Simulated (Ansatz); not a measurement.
# BaF₂: settings compared (Ansatz)

The input file (Ansatz 0.2.0, plane waves):

```yaml
crystal:
  lattice:
    - [0.0, 3.134797, 3.134797]
    - [3.134797, 0.0, 3.134797]
    - [3.134797, 3.134797, 0.0]
  atoms:
    - { symbol: Ba, position: [0.0, 0.0, 0.0] }
    - { symbol: F, position: [0.25, 0.25, 0.25] }
    - { symbol: F, position: [0.75, 0.75, 0.75] }
  symmetry: { tolerance: 0.0003 }
kpoints:
  mp_grid: { grid: [5, 5, 5], shift: [0, 0, 0] }
magnetization:
  spin_polarized: false
scf:
  occupations: { method: gaussian, width: 0.0108 }
hamiltonian:
  pseudopotentials: { kind: paw }
  xc: r2scan
basis:
  ecutwfc: 500
output:
  forces: true
  stress: true
  eigenvalues: true
```

Run with:

```bash
ansatz run input.yaml --threads 1 --pin off --max-ram 2560MiB --backend cpu --events-out ev --progress --plain --runs-dir out
```

Origin of the cell: a database entry, scaled a little.

Output of this run (shortened):

```
Pseudopotentials: kind: paw
Pseudopotential: Ba, paw, valence charge 10, recommended cutoff 500 eV (meta_gga), Ba.paw.azcp
Pseudopotential: F, paw, valence charge 7, recommended cutoff 500 eV (meta_gga), F.paw.azcp
Functional definition: r2SCAN
  exchange = r2scan_x(k0 = k0, k1 = k1, a1 = a1)
  correlation = r2scan_c
Crystal: 3 atoms, lattice volume = 61.611 Å³
Basis set: ecut = 500 eV, 1471 PW (Γ), exchange–correlation on 144×144×144 points (64 copies of the dense FFT grid, shifted against one another)
Bands: 16, of which v1, the nominal top of the filled ones, is band 12 counted from 1 (11 counted from 0)
Symmetry: 48 space group operations
Space group: Fm-3m (ITA 225), of the structure as read, at distance tolerance 1.2e-3 Å
[… 7 lines left out …]
Initial density: superposition of atomic densities (neutral atoms: chi_scale 0, normalization atom), corrected by the library's trained network
Functional: x = r2scan, c = r2scan; τ floored in thin density (d = 2e-4 eV/Å³)
SCF iter   1: F=—  HF=-7590.626628 eV  Δρ=9.04e-3  dr2=5.46e-2  dr2_τ=6.05e-2
SCF iter   2: F=—  HF=-7590.710135 eV  Δρ=6.69e-3  dr2=1.04e-2  dr2_τ=2.42e-3
SCF iter   3: F=—  HF=-7590.707562 eV  Δρ=1.64e-3  dr2=7.52e-4  dr2_τ=1.57e-4
SCF iter   4: F=—  HF=-7590.707465 eV  Δρ=3.43e-4  dr2=2.16e-5  dr2_τ=5.56e-6
SCF iter   5: F=—  HF=-7590.707471 eV  Δρ=2.71e-5  dr2=2.65e-7  dr2_τ=4.01e-8
SCF iter   6: F=-7590.707472 eV  HF=-7590.707472 eV  Δρ=3.42e-6  dr2=3.95e-9  dr2_τ=4.69e-10
SCF 1 converged in 6 iterations: F = -7590.707472 eV  dr2 = 3.95e-9
SCF converged after 6 iterations
Free energy (F): -7590.707472 eV
Harris-Foulkes:  -7590.707472 eV  (|F-HF|=1.31e-9)
Internal energy: -7590.707472 eV  (E = F + TS)
E sigma→0 (E₀):  -7590.707472 eV
Fermi energy:    5.938599 eV
--- Per-component energies (eV) ---
  E_band       = -127.586470
  E_kinetic    = 585.862080
  E_local      = -1576.900753  (includes V_loc(G=0)·N_el)
  E_nonlocal   = 200.845348
  E_hartree    = 597.205900
  E_xc         = -317.627847
  E_vxc        = -383.170099  (∫ρ·V_xc dr)
  E_paw        = -5657.110579  (= ΣΔE_a)
  E_vpaw       = -173.423546  (= ΣTr[D̂ρ^β])
  E_aug_tail   = 0.002117  (compensation charges beyond the density's cutoff)
  E_vtau       = 24.788277  (kinetic-family band-sum trace: ∫τ·v_τ [+ j·A + Jᵃ·Aᵃ] dr)
  E_ewald      = -1422.991371
  E_core_change = 0.007633  (= ΣΔE_core)
  E_smearing   = -0.000000  (= −TS)
  Σ components = -7590.707472   (vs F -7590.707472, Δ=0.00e0)
--- Forces (eV/Å), atoms counted from 1 ---
  atom   1  Ba    -0.000000     0.000000    -0.000000
  atom   2  F      0.000000     0.000000     0.000000
  atom   3  F      0.000000    -0.000000     0.000000
  max |Σ_I F_I| component: 1.39e-17 eV/Å
--- Stress (GPa, compression-positive) ---
       -2.020689      -0.000000      -0.000000
        0.000000      -2.020689      -0.000000
        0.000000      -0.000000      -2.020689
  P = ⅓ Tr σ = -2.0207 GPa (-20.207 kbar)
```

The same input was run again with these changes:

1. `scf.lower_state_search` default → standard; `scf.n_extra_bands` default → 4
2. `kpoints.mp_grid.grid` [5, 5, 5] → [2, 2, 2]; `hamiltonian.dispersion` default → d3bjatm
3. `basis.ecutwfc` 500 → "29.4 Ry"; `scf.n_extra_bands` default → 16
4. `scf.lower_state_search` default → "off"; `hamiltonian.xc` r2scan → lda; `magnetization` { spin_polarized: false } → { spin_polarized: true } (starts: small); typed moments: Ba1 0.2, F2 0.2, F3 0.2

```csv
run,end,SCF iterations,P (GPa),max force component (eV/Å),moment (μB),ΔE(σ→0) (meV/atom)
base,converged,6,-2.02,0.000,–,0
1,converged,6,-2.02,0.000,–,0.00
2,converged,6,-2.08,0.000,–,–
3,converged,6,-2.02,0.000,–,5.26
4,converged,12,-6.06,0.000,0.00,–
```

Energies are compared only where functional, datasets, charge and starting cell are the same.

Not properties of the system: run 2 (too coarse or loose: `kpoints.mp_grid.grid` = [2, 2, 2]).

Run 3: the cutoff lies below the datasets' advice.
Run 4: a starting moment was lost.

The base run ran for 2.1 s on 1 thread of Intel(R) Xeon(R) Platinum 8488C (Sapphire Rapids) (shared host), peak memory 0.55 GiB, from the program's own first density.
